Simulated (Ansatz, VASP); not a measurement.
## One calculation of HfO2, two programs

```
CELL_PARAMETERS angstrom
0.00000 2.50054 2.51304
2.50054 0.00000 2.51304
2.50054 2.50054 0.00000
ATOMIC_POSITIONS crystal
Hf 0.00000 0.00000 0.00000
O 0.25000 0.25000 0.25000
O 0.75000 0.75000 0.75000
```

Change from the starting cell: z stretched by +0.5 %, x and y held.

Alike in both runs: task single point; functional LDA; k mesh 8 × 8 × 8; no spin polarisation.

```csv
,VASP,Ansatz
version,VASP 6.6.1,Ansatz 0.2.0
potentials or method,"VASP PAW LDA potentials, release 64 (Hf_pv, O), cutoff 520 eV","all-electron LAPW, scalar-relativistic"
occupations,"gaussian, width 0.01 eV",fixed
```

|  | VASP | Ansatz | Ansatz less VASP |
| --- | --- | --- | --- |
| gap on the k mesh at the Fermi level (eV) | 3.67 | 3.62 | -0.044 |
| pressure (GPa) | -4.6 | -1.2 | +3.34 |
| largest component of the traceless stress (GPa) | 1.64 | 1.61 | -0.030 |

Ansatz ran all-electron here, so the differences hold the error of VASP's frozen core and of both bases.

Caveats: spin-orbit coupling is left out, which moves the levels of the heavy elements. A k mesh can miss the band edges.
